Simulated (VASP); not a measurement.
Write the native input for VASP 6.6.1 that does the following.

```
Task                   : single point
Functional             : PBEsol
Potentials or basis    : VASP PAW PBE potentials, release 64 (S, Be)
Cutoff                 : 520 eV
k mesh                 : 9 × 9 × 9
Occupations            : fermi-dirac, width 0.05 eV
Spin                   : no spin polarisation
Ladder                 : free
Further INCAR settings : ALGO = Normal; EDIFF = 1e-07; NBANDS = 11
```

The structure of BeS lies in POSCAR:

```
BeS
1.0
    0.0000000000      2.4250000000      2.4250000000
    2.4250000000      0.0000000000      2.4250000000
    2.4250000000      2.4250000000      0.0000000000
S Be
1 1
Direct
    0.7500000000      0.7500000000      0.7500000000
    0.0000000000      0.0000000000      0.0000000000
```

These files were run (other wordings do the same):

INCAR

```
SYSTEM = BeS
PREC = Accurate ; ENCUT = 520
EDIFF = 1E-7 ; ISMEAR = -1
SIGMA = 0.05 ; LREAL = .False.
LASPH = .True. ; NELM = 100
ALGO = Normal ; ISIF = 2
LWAVE = .False. ; LCHARG = .True.
GGA = PS ; LELF = .True.
LVHAR = .True. ; NBANDS = 11
```

KPOINTS

```
regular mesh
0
Gamma
  9 9 9
  0 0 0
```

Potentials or basis: VASP PAW PBE potentials, release 64 (S, Be).

Run with:

```sh
$ cat potpaw_PBE.64/S/POTCAR potpaw_PBE.64/Be/POTCAR > POTCAR
$ mpirun -np 1 vasp_std > vasp.out
```

It gave:

* Pressure: -0.6 GPa
* Band gap on the k mesh: 3.03 eV, indirect (least direct gap 5.61 eV)

Caveat: the PAW data sets were made with another functional, which shifts forces and pressure a little; an odd mesh through Γ misses points on the zone boundary, where band edges often lie.

Wall time 11 s on 1 thread of Intel(R) Xeon(R) Platinum 8259CL CPU @ 2.50GHz (Skylake/Cascade Lake) (shared host), peak memory 0.15 GiB.
